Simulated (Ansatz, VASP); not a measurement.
## One calculation of MgI2, two programs

The input INCAR:

```
PREC = Accurate
ENCUT = 520
EDIFF = 1E-6
ISMEAR = 0
SIGMA = 0.05
LREAL = False
LASPH = True
NELM = 60
ALGO = Normal
ISIF = 2
LWAVE = False
LCHARG = False
GGA = PE
NBANDS = 15
```

The input KPOINTS:

```
regular mesh
0
Gamma
  6 6 4
```

The input POSCAR:

```
MgI2
1.0
    4.2734827252      0.0000000000      0.0000000000
   -2.1367413626      3.7009446027      0.0000000000
    0.0000000000      0.0000000000      7.9347883382
Mg I
1 2
Direct
    0.0000000000      0.0000000000      0.0000000000
    0.3333333333      0.6666666667      0.7743456377
    0.6666666667      0.3333333333      0.2256543623
```

Input for Ansatz:

```yaml
crystal:
  lattice:
    - [4.2734827252, 0.0, 0.0]
    - [-2.1367413626, 3.7009446027, 0.0]
    - [0.0, 0.0, 7.9347883382]
  atoms:
    - { symbol: Mg, position: [0.0, 0.0, 0.0] }
    - { symbol: I, position: [0.3333333333, 0.6666666667, 0.7743456377] }
    - { symbol: I, position: [0.6666666667, 0.3333333333, 0.2256543623] }
basis:
  ecutwfc: 520.0
kpoints:
  mp_grid: { grid: [6, 6, 4] }
hamiltonian:
  xc: pbe
scf:
  occupations: { method: gaussian, width: 0.05 }
output:
  forces: true
  stress: true
  eigenvalues: true
  write_density: true
  write_potential: true
  elf: true
  volumetric_format: npy
```

Alike in both runs: task single point; functional PBE; k mesh 6 × 6 × 4; occupations gaussian, width 0.05 eV; no spin polarisation.

|  | VASP | Ansatz |
| --- | --- | --- |
| version | VASP 6.6.1 | Ansatz 0.2.0 |
| potentials or method | VASP PAW PBE potentials, release 64 (Mg, I) | scalar-relativistic, plane waves, PAW |
| plane-wave cutoff (eV) | 520 | 520 |
| valence electrons in the cell | 16 | 44 |

Ansatz gave:

```
gap on the k mesh at the Fermi level (eV)       : 3.30
least direct gap on the mesh (eV)               : 3.30
pressure (GPa)                                  : -2.0
largest component of the traceless stress (GPa) : 0.65
rms of the force components (eV/Å)              : 0.270
```

**Question.** Which values does VASP return?

**Answer.** gap on the k mesh at the Fermi level (eV): 3.29; least direct gap on the mesh (eV): 3.29; pressure (GPa): -2.0; largest component of the traceless stress (GPa): 0.64; rms of the force components (eV/Å): 0.275.

Atom by atom the forces differ by 0.005 eV/Å (rms over components). The two sets of potentials don't hold the same shells in valence.

Caveats: spin-orbit coupling is left out, which moves the levels of the heavy elements; this functional lacks dispersion, which binds the layers, so the pressure and a relaxed spacing across them are unreliable. A k mesh can miss the band edges.
